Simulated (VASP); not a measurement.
Runs of VASP 6.6.1 on Al. The structure is cubic, space group Fm-3m (No. 225). The conventional cell has a = 4.050 Å, b = 4.050 Å, c = 4.050 Å, α = 90.00°, β = 90.00°, γ = 90.00°. Around Al (site symmetry m-3m) lie 12 Al at 2.86 Å. 

| task | level | cell | cutoff (eV) | gap on the mesh (eV) | pressure (GPa) | relaxed volume (Å³/atom) |
| --- | --- | --- | --- | --- | --- | --- |
| band structure | revPBE | as given | 520 | - | 0.5 | - |
| relaxation of cell and atoms | PW91 | relaxed | 600 | none | 0.0 | - |
| relaxation of cell and atoms | revPBE | relaxed | 600 | none | -0.1 | 16.74 |
| relaxation of cell and atoms | AM05 | relaxed | 600 | none | 0.0 | (a) |
| relaxation of cell and atoms | BLYP | relaxed | 600 | none | 0.0 | 17.40 |

Alike in all rows: potentials or basis VASP PAW PBE potentials, release 64 (Al); no spin polarisation; k mesh 11 × 11 × 11; smearing fermi-dirac 0.05 eV.

Fill in the values left out.

(a) 16.11.

Caveats: the PAW data sets were made with another functional, which shifts forces and pressure a little; the relaxation stopped at its first step, so nothing moved (some runs).

A gap of «none» marks a metal or a gap under the smearing width.

Runs at the PBE level aren't shown here.
